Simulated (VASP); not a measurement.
# Se (P3_221) in VASP: a series of runs, part 2 of 2

VASP 6.6.1. The steps go on from the part before.

### 4 Dielectric tensor, PBE

Input file INCAR:

```
PREC = Accurate ; ENCUT = 520
EDIFF = 1E-8 ; ISMEAR = 0
SIGMA = 0.02 ; LREAL = F
LASPH = T ; NELM = 60
ALGO = Fast ; ISIF = 2
LWAVE = F ; LCHARG = F
GGA = PE ; LEPSILON = T
```

Input file KPOINTS:

```
regular mesh
0
Gamma
  8 8 6
```

Input file POSCAR:

```
Se
1.0
    4.3551700000      0.0000000000      0.0000000000
   -2.1775850000      3.7716878578      0.0000000000
    0.0000000000      0.0000000000      4.9494500000
Se
3
Direct
    0.7830000000      0.7830000000      0.5000000000
    0.0000000000      0.2170000000      0.8333333333
    0.2170000000      0.0000000000      0.1666666667
```

Potentials or basis: VASP PAW PBE potentials, release 64 (Se).

Run with:

```sh
> cat potpaw_PBE.64/Se/POTCAR > POTCAR
> mpirun -np 1 vasp_std > vasp.out
```

OUTCAR:

```text
PREC = Accurate
   ENCUT = 520
   EDIFF = 1E-8
   ISMEAR = 0
   LREAL = F
   LASPH = T
   NELM = 60
   ISIF = 2
   GGA = PE
   LEPSILON = T

 ion  position               nearest neighbor table
   1  0.783  0.783  0.500-   3 2.32   2 2.32
   2  0.000  0.217  0.833-   1 2.32   3 2.32
   3  0.217  0.000  0.167-   1 2.32   2 2.32

  LATTYP: Found a hexagonal cell.
 ALAT       =     4.3551700000
 C/A-ratio  =     1.1364539157

  Lattice vectors:

 A1 = (   4.3551700000,   0.0000000000,   0.0000000000)
 A2 = (  -2.1775850000,   3.7716878578,   0.0000000000)
 A3 = (   0.0000000000,   0.0000000000,   4.9494500000)

Analysis of symmetry for initial positions (statically):
=====================================================================
 Subroutine PRICEL returns:
 Original cell was already a primitive cell.

 Routine SETGRP: Setting up the symmetry group for a
 hexagonal supercell.

 Subroutine GETGRP returns: Found  6 space group operations
 (whereof  2 operations were pure point group operations)
 out of a pool of 24 trial point group operations.

The static configuration has the point symmetry C_2 .
 The point group associated with its full space group is D_3 .

Analysis of symmetry for dynamics (positions and initial velocities):
=====================================================================
 Subroutine PRICEL returns:
 Original cell was already a primitive cell.

 Routine SETGRP: Setting up the symmetry group for a
 hexagonal supercell.

 Subroutine GETGRP returns: Found  6 space group operations
 (whereof  2 operations were pure point group operations)
 out of a pool of 24 trial point group operations.

The dynamic configuration has the point symmetry C_2 .
 The point group associated with its full space group is D_3 .

 Subroutine INISYM returns: Found  6 space group operations
 (whereof  2 operations are pure point group operations),
 and found     1 'primitive' translations

----------------------------------------------------------------------------------------

                                     Primitive cell

  volume of cell :      81.3014

  direct lattice vectors                    reciprocal lattice vectors
     4.355170000  0.000000000  0.000000000     0.229612162  0.132566644  0.000000000
    -2.177585000  3.771687858  0.000000000     0.000000000  0.265133287  0.000000000
     0.000000000  0.000000000  4.949450000     0.000000000  0.000000000  0.202042651

  length of vectors
     4.355170000  4.355170000  4.949450000     0.265133287  0.265133287  0.202042651

  position of ions in fractional coordinates (direct lattice)
     0.783000000  0.783000000  0.500000000
     1.000000000  0.217000000  0.833333333
[... 506 lines left out ...]
      8       0.8691      2.00000
      9       1.8929      2.00000
     10       5.0939      0.00000
     11       5.8822      0.00000
     12       6.3363      0.00000
     13       8.8822      0.00000

 [... further k-points ...]

  FORCE on cell =-STRESS in cart. coord.  units (eV):
  Direction    XX          YY          ZZ          XY          YZ          ZX
  --------------------------------------------------------------------------------------
  -------------------------------------------------------------------------------------
  Total        2.4097608      2.4097608      3.8658383     -0.0000000      0.0000000      0.0000000
  in kB       47.4883097     47.4883097     76.1827198     -0.0000000      0.0000000      0.0000000
  external PRESSURE =      57.0531131 kB  Pullay stress =       0.0000000 kB

 VOLUME and BASIS-vectors are now :
 -----------------------------------------------------------------------------
  energy-cutoff  :      520.00
  volume of cell :       81.30
      direct lattice vectors                 reciprocal lattice vectors
     4.355170000  0.000000000  0.000000000     0.229612162  0.132566644  0.000000000
    -2.177585000  3.771687858  0.000000000     0.000000000  0.265133287  0.000000000
     0.000000000  0.000000000  4.949450000     0.000000000  0.000000000  0.202042651

 POSITION                                       TOTAL-FORCE (eV/Angst)
 -----------------------------------------------------------------------------------
      1.70505      2.95323      2.47472        -0.593909     -1.028680      0.000000
     -0.47254      0.81846      4.12454        -0.593909      1.028680      0.000000
      0.94507      0.00000      0.82491         1.187817     -0.000000      0.000000
 -----------------------------------------------------------------------------------
    total drift:                                0.000001      0.000001     -0.000000

  FREE ENERGIE OF THE ION-ELECTRON SYSTEM (eV)
  ---------------------------------------------------
  free  energy   TOTEN  =       -10.3708570717 eV

  energy  without entropy=      -10.3708570717  energy(sigma->0) =      -10.37085707

 HEAD OF MICROSCOPIC STATIC DIELECTRIC TENSOR (INDEPENDENT PARTICLE, excluding Hartree and local field effects)
 ------------------------------------------------------
           9.564149     0.000000     0.000000
           0.000000     9.564149    -0.000000
           0.000000    -0.000000    14.684301
 ------------------------------------------------------

 Free energy of the ion-electron system (eV)
  ---------------------------------------------------
  ---------------------------------------------------
  free energy    TOTEN  =        -1.77774458 eV

  energy without entropy =       -1.77774458

------------------------ aborting loop because EDIFF is reached ----------------------------------------

--------------------------------------- Ionic step        2  -------------------------------------------

------------------------ aborting loop because EDIFF is reached ----------------------------------------

--------------------------------------- Ionic step        3  -------------------------------------------

 Free energy of the ion-electron system (eV)
  ---------------------------------------------------
  ---------------------------------------------------
  free energy    TOTEN  =        -3.06787282 eV

  energy without entropy =       -3.06787282

------------------------ aborting loop because EDIFF is reached ----------------------------------------

 PIEZOELECTRIC TENSOR FIELD DIRECTION 3  (e Angst)
 -----------------------------------------------------------------------------
    -0.00057 -0.00000  0.00000           (  0.00000 -0.00000 -0.00000)
     0.00000 -0.00057  0.00000           ( -0.00000  0.00000  0.00000)
    -0.00000 -0.00000  0.00104           ( -0.00000  0.00000 -0.00001)

 PIEZOELECTRIC TENSOR FIELD DIRECTION 3  (C/m^2)
 -----------------------------------------------------------------------------
    -0.00011 -0.00000  0.00000
     0.00000 -0.00011  0.00000
    -0.00000 -0.00000  0.00021

 MACROSCOPIC STATIC DIELECTRIC TENSOR (including local field effects in DFT)
 ------------------------------------------------------
           8.377354     0.000000     0.000000
           0.000000     8.377354     0.000000
           0.000000     0.000000    13.735618
 ------------------------------------------------------

 PIEZOELECTRIC TENSOR (including local field effects)  for field in x, y, z        (e  Angst)
          XX          YY          ZZ          XY          YZ          ZX
  --------------------------------------------------------------------------------
  x    -1.51883     1.51883     0.00000    -0.00000    -0.07105    -0.00000
  y     0.00000    -0.00000    -0.00000     1.51883     0.00000     0.07104
  z     0.00000     0.00000     0.00000     0.00000     0.00000     0.00000

 PIEZOELECTRIC TENSOR (including local field effects)  for field in x, y, z        (C/m^2)
          XX          YY          ZZ          XY          YZ          ZX
  --------------------------------------------------------------------------------
  x    -0.29931     0.29931     0.00000    -0.00000    -0.01400    -0.00000
  y     0.00000    -0.00000    -0.00000     0.29931     0.00000     0.01400
  z     0.00000     0.00000     0.00000     0.00000     0.00000     0.00000

 BORN EFFECTIVE CHARGES (including local field effects) (in |e|, cummulative output)
 ---------------------------------------------------------------------------------
 ion    1
    1    -0.32556     0.56389    -0.26921
    2     0.56389     0.32556     0.15543
    3    -0.57417     0.33149     0.00000
 ion    2
    1    -0.32556    -0.56389     0.26921
    2    -0.56389     0.32556     0.15543
    3     0.57417     0.33149     0.00000
 ion    3
    1     0.65112     0.00000     0.00000
    2     0.00000    -0.65112    -0.31085
    3     0.00000    -0.66299     0.00000
```

OSZICAR:

```text
N       E                     dE             d eps       ncg     rms          rms(c)
DAV:   1     0.885304331190E+02    0.88530E+02   -0.74148E+03  1300   0.116E+03
DAV:   2    -0.417579577062E+01   -0.92706E+02   -0.89239E+02  1790   0.177E+02
DAV:   3    -0.103907404175E+02   -0.62149E+01   -0.61692E+01  1590   0.533E+01
[... 11 lines left out ...]
RMM:   6    -0.306527703177E+01   -0.83419E-03   -0.47470E-05  2939   0.494E-02    0.278E-02
RMM:   7    -0.306762025014E+01   -0.23432E-02   -0.33258E-05  2912   0.475E-02    0.331E-03
RMM:   8    -0.306784462598E+01   -0.22438E-03    0.45115E-10  3028   0.611E-03    0.157E-03
RMM:   9    -0.306788379007E+01   -0.39164E-04   -0.12925E-06  2910   0.367E-03    0.258E-04
RMM:  10    -0.306786511705E+01    0.18673E-04   -0.10012E-06  3113   0.656E-04    0.101E-04
RMM:  11    -0.306787363569E+01   -0.85186E-05   -0.86161E-07  2724   0.304E-04    0.288E-05
RMM:  12    -0.306787282209E+01    0.81360E-06   -0.23467E-07  2146   0.125E-04    0.966E-06
```

Wall time 11 min (1 thread of Intel Xeon Platinum 8259CL at 2.50GHz (Skylake/Cascade Lake), shared host); peak memory 0.54 GiB.

Results:

```yaml
Band_gap_on_the_k_mesh: 1.10 eV, indirect (least direct gap 1.17 eV)
Electronic_dielectric_tensor_diagonal: 8.38, 8.38, 13.74
Born_charges_mean_of_the_diagonal: Se +0.00 e
```

Levels at points of the mesh, in eV from the valence-band top:
| k point | band 6 | band 7 | band 8 | band 9 | band 10 | band 11 | band 12 | band 13 |
| --- | --- | --- | --- | --- | --- | --- | --- | --- |
| (0.00, 0.00, 0.00) | -3.80 | -2.20 | -2.20 | -0.42 | 2.05 | 2.05 | 2.44 | 6.01 |
| (0.50, 0.00, 0.00) | -3.47 | -2.97 | -1.97 | -1.07 | 2.07 | 2.60 | 4.32 | 5.38 |
| (0.00, 0.00, 0.50) | -3.50 | -1.58 | -1.58 | -1.23 | 1.27 | 1.42 | 1.42 | 6.11 |
| (0.50, 0.00, 0.50) | -4.36 | -1.87 | -1.44 | 0.00 | 1.54 | 2.81 | 3.16 | 6.21 |

Electronic dielectric tensor:
```
 8.38  0.00  0.00
 0.00  8.38  0.00
 0.00  0.00 13.74
```

Born effective charge tensors (e):
atom 1, Se
```
-0.33  0.56 -0.27
 0.56  0.33  0.16
-0.57  0.33  0.00
```
atom 2, Se
```
-0.33 -0.56  0.27
-0.56  0.33  0.16
 0.57  0.33  0.00
```
atom 3, Se
```
 0.65  0.00  0.00
 0.00 -0.65 -0.31
 0.00 -0.66  0.00
```

### 5 Band structure, r2SCAN

Input file INCAR:

```
SYSTEM = Se
ALGO = Normal
EDIFF = 1E-7
ENCUT = 520
ISIF = 2
ISMEAR = 0
LASPH = .TRUE.
LCHARG = .FALSE.
LMIXTAU = .TRUE.
LREAL = .FALSE.
LWAVE = .FALSE.
METAGGA = R2SCAN
NBANDS = 16
NELM = 60
PREC = Accurate
SIGMA = 0.02
```

Input file KPOINTS:

```
k-points
0
G
  8 8 6
  0 0 0
```

POSCAR is that of step 4.

Input file KPOINTS_OPT:

```
path GMKGALHA,LM,KH
10
line-mode
reciprocal
 0.0000000000  0.0000000000  0.0000000000  G
 0.5000000000  0.0000000000  0.0000000000  M

 0.5000000000  0.0000000000  0.0000000000  M
 0.3333333333  0.3333333333  0.0000000000  K

 0.3333333333  0.3333333333  0.0000000000  K
 0.0000000000  0.0000000000  0.0000000000  G

 0.0000000000  0.0000000000  0.0000000000  G
 0.0000000000  0.0000000000  0.5000000000  A

 0.0000000000  0.0000000000  0.5000000000  A
 0.5000000000  0.0000000000  0.5000000000  L

 0.5000000000  0.0000000000  0.5000000000  L
 0.3333333333  0.3333333333  0.5000000000  H

 0.3333333333  0.3333333333  0.5000000000  H
 0.0000000000  0.0000000000  0.5000000000  A

 0.5000000000  0.0000000000  0.5000000000  L
 0.5000000000  0.0000000000  0.0000000000  M

 0.3333333333  0.3333333333  0.0000000000  K
 0.3333333333  0.3333333333  0.5000000000  H
```

Run with:

```sh
> cat potpaw_PBE.64/Se/POTCAR > POTCAR
> mpirun -np 1 vasp_std > vasp.out
```

It took 5.1 min on 1 thread of Intel Xeon Platinum 8259CL at 2.50GHz (Skylake/Cascade Lake), shared host; peak memory 0.25 GiB.

The run converged. Its results:

- Free energy: -42.8585 eV
- Pressure: 4.0 GPa
- Largest force: 0.814 eV/Å
- Band gap on the k mesh: 1.33 eV, indirect (least direct gap 1.42 eV)
- Band gap along the path: 1.21 eV, indirect (least direct gap 1.41 eV)

Forces in eV/Å, atoms in the order of the input:
```
Se  -0.407 -0.705  0.000
Se  -0.407  0.705  0.000
Se   0.814  0.000  0.000
```

Stress tensor (GPa, compression positive):
```
3.46 0.00 0.00
0.00 3.46 0.00
0.00 0.00 5.15
```

Levels at the corners of the path, in eV from the valence-band top:
```csv
point,band 7,band 8,band 9,band 10,band 11,band 12
Γ,-2.32,-2.32,-0.48,2.30,2.30,2.68
M,-3.06,-2.06,-1.14,2.32,2.86,4.59
M,-3.06,-2.06,-1.14,2.32,2.86,4.59
K,-3.02,-2.77,-1.70,3.42,3.42,4.24
K,-3.02,-2.77,-1.70,3.42,3.42,4.24
Γ,-2.32,-2.32,-0.48,2.30,2.30,2.68
Γ,-2.32,-2.32,-0.48,2.30,2.30,2.68
A,-1.63,-1.63,-1.33,1.44,1.67,1.67
A,-1.63,-1.63,-1.33,1.44,1.67,1.67
L,-1.91,-1.52,0.00,1.75,3.04,3.41
L,-1.91,-1.52,0.00,1.75,3.04,3.41
H,-1.28,-0.25,-0.25,1.21,3.21,3.21
H,-1.28,-0.25,-0.25,1.21,3.21,3.21
A,-1.63,-1.63,-1.33,1.44,1.67,1.67
L,-1.91,-1.52,0.00,1.75,3.04,3.41
M,-3.06,-2.06,-1.14,2.32,2.86,4.59
K,-3.02,-2.77,-1.70,3.42,3.42,4.24
H,-1.28,-0.25,-0.25,1.21,3.21,3.21
```

Caveat: the PAW data sets were made with another functional, which shifts forces and pressure a little; the mesh misses the band edges, which the band path finds closer together.

### 6 Band structure, PBE, non-collinear spin, zero start, spin-orbit coupling

POSCAR is that of step 5.

Input file INCAR.step1:

```
SYSTEM = Se
ALGO = Fast
EDIFF = 1E-7
ENCUT = 520
GGA = PE
GGA_COMPAT = .FALSE.
ISIF = 2
ISMEAR = 0
LASPH = .TRUE.
LCHARG = .TRUE.
LORBIT = 11
LREAL = .FALSE.
LSORBIT = .TRUE.
LWAVE = .FALSE.
MAGMOM = 0 0 0 0 0 0 0 0 0
NBANDS = 31
NELM = 60
PREC = Accurate
SIGMA = 0.02
```

Input file KPOINTS.step1:

```
k-points
0
G
  8 8 6
  0 0 0
```

Input file INCAR.step2:

```
SYSTEM = Se
ALGO = Fast
EDIFF = 1E-7
ENCUT = 520
GGA = PE
GGA_COMPAT = .FALSE.
ICHARG = 11
ISIF = 2
ISMEAR = 0
LASPH = .TRUE.
LCHARG = .FALSE.
LORBIT = 11
LREAL = .FALSE.
LSORBIT = .TRUE.
LWAVE = .FALSE.
MAGMOM = 0 0 0 0 0 0 0 0 0
NBANDS = 31
NELM = 60
PREC = Accurate
SIGMA = 0.05
```

Input file KPOINTS.step2:

```
path GMKGALHA,LM,KH
10
line-mode
reciprocal
 0.0000000000  0.0000000000  0.0000000000  G
 0.5000000000  0.0000000000  0.0000000000  M

 0.5000000000  0.0000000000  0.0000000000  M
 0.3333333333  0.3333333333  0.0000000000  K

 0.3333333333  0.3333333333  0.0000000000  K
 0.0000000000  0.0000000000  0.0000000000  G

 0.0000000000  0.0000000000  0.0000000000  G
 0.0000000000  0.0000000000  0.5000000000  A

 0.0000000000  0.0000000000  0.5000000000  A
 0.5000000000  0.0000000000  0.5000000000  L

 0.5000000000  0.0000000000  0.5000000000  L
 0.3333333333  0.3333333333  0.5000000000  H

 0.3333333333  0.3333333333  0.5000000000  H
 0.0000000000  0.0000000000  0.5000000000  A

 0.5000000000  0.0000000000  0.5000000000  L
 0.5000000000  0.0000000000  0.0000000000  M

 0.3333333333  0.3333333333  0.0000000000  K
 0.3333333333  0.3333333333  0.5000000000  H
```

Potentials or basis: VASP PAW PBE potentials, release 64 (Se).

Run with:

```sh
> cat potpaw_PBE.64/Se/POTCAR > POTCAR
> cp INCAR.step1 INCAR
> cp KPOINTS.step1 KPOINTS
> mpirun -np 1 vasp_ncl > vasp.out
> cp INCAR.step2 INCAR
> cp KPOINTS.step2 KPOINTS
> mpirun -np 1 vasp_ncl > vasp.out
```

Run time: 9.8 min. Hardware: 1 thread of Intel Xeon Platinum 8259CL at 2.50GHz (Skylake/Cascade Lake), shared host; peak memory 0.51 GiB.

It converged, with:

| Item | Value |
| --- | --- |
| Net moment | 0.00 μB per cell |

Moments on the atoms (μB; x, y, z):
```
Se  0.00 0.00 0.00
Se  0.00 0.00 0.00
Se  0.00 0.00 0.00
```

Caveat: the log is that of the step along the path at fixed density, whose energy, stress, charges and moments have no meaning.

### 7 Summary

```tsv
task	level	potentials or basis	spin	k mesh	cutoff (eV)	gap on the mesh (eV)
band structure	PBE	VASP PAW PBE potentials, release 64 (Se)	off	4 × 4 × 4	250	-
band structure	PBE	VASP PAW PBE potentials, release 64 (Se_GW)	off	8 × 8 × 6	450	1.09
dielectric tensor	PBE	VASP PAW PBE potentials, release 64 (Se)	off	8 × 8 × 6	520	1.10
band structure	r2SCAN	VASP PAW PBE potentials, release 64 (Se)	off	8 × 8 × 6	520	1.33
band structure	PBE	VASP PAW PBE potentials, release 64 (Se)	non-collinear, zero start, SOC	8 × 8 × 6	520	-
```

Alike in all rows: cell as given; smearing gaussian 0.02 eV.

Caveats: the mesh misses the band edges, which the band path finds closer together (some runs); the cutoff is under 1.25 times the usual one of these potentials, so pressure, stress and relaxed cells hold a basis-set (Pulay) error (some runs); the PAW data sets were made with another functional, which shifts forces and pressure a little (some runs).

Absolute energies hang on the potentials; compare differences alone.
